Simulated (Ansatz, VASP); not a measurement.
KCl: VASP beside Ansatz

```
K Cl
1.0
     3.77117    0.00000    0.00000
     0.00000    3.77117    0.00000
     0.00000    0.00000    3.77117
K Cl
1 1
Direct
  0.00000 0.00000 0.00000
  0.50000 0.50000 0.50000
```

The cell was built by a generator and needn't be a form met in nature.

Alike in both runs: task single point; functional PBEsol; k mesh 6 × 6 × 6; no spin polarisation.

|  | VASP | Ansatz |
| --- | --- | --- |
| version | VASP 6.6.1 | Ansatz 0.2.0 |
| potentials or method | VASP PAW PBE potentials, release 64 (K_sv, Cl) | plane waves, PAW |
| plane-wave cutoff (eV) | 520 | 420 |
| occupations | gaussian, width 0.01 eV | fixed |
| valence electrons in the cell | 16 | 16 |

|  | VASP | Ansatz | Ansatz less VASP |
| --- | --- | --- | --- |
| gap on the k mesh at the Fermi level (eV) | 4.84 | 4.84 | +0.004 |
| pressure (GPa) | -0.5 | -0.5 | -0.04 |

Caveats: the PAW data sets were made with another functional, which shifts forces and pressure a little (VASP). A k mesh can miss the band edges.
